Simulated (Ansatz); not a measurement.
Sb:

```
CELL_PARAMETERS angstrom
0.00000 2.37124 2.37124
2.37124 0.00000 2.37124
2.37124 2.37124 0.00000
ATOMIC_POSITIONS crystal
Sb 0.00000 0.00000 0.00000
```

This isn't the form of Sb at room conditions, which is rhombohedral.

```yaml
Program: Ansatz 0.2.0
Task: relaxation of cell and atoms
Functional: HF
Potentials_or_basis: Ansatz PAW
Cutoff: "420 eV (not typed: the program's choice for these potentials)"
k_mesh: 5 × 5 × 5
Occupations: fermi-dirac, width 0.05 eV
Spin: no spin polarisation
```

At the start: volume 26.67 Å³/atom.

Question: Where does the relaxation end?

Answer: It ends after 5 steps and the volume is 28.83 Å³/atom (+8.1 %); space group Fm-3m (No. 225, to 0.05 Å).

Step by step:
```tsv
step	energy change (eV)	largest force (eV/Å)	volume (Å³)
1	0.0000	0.0000	26.67
2	-0.0239	0.0000	30.15
3	-0.0348	0.0000	29.00
4	-0.0351	0.0000	28.83
5	-0.0358	0.0000	28.83
```

Final structure:
```cif
data_structure
_symmetry_space_group_name_H-M 'P 1'
_symmetry_Int_Tables_number 1
_cell_length_a 3.4417
_cell_length_b 3.4417
_cell_length_c 3.4417
_cell_angle_alpha 60.000
_cell_angle_beta 60.000
_cell_angle_gamma 60.000
_cell_volume 28.83
loop_
_atom_site_label
_atom_site_type_symbol
_atom_site_fract_x
_atom_site_fract_y
_atom_site_fract_z
_atom_site_occupancy
Sb1 Sb 0.00000 0.00000 0.00000 1
```

Caveat: the k mesh is coarse (spacing up to 0.46 Å⁻¹), so the values aren't converged, least of all with exact exchange; the plane-wave basis is chosen anew once the cell has moved, so the energies of steps on either side of that aren't comparable; the PAW data sets come from PBE, with cores solved anew for the run's functional, which leaves a small shift of forces and pressure.
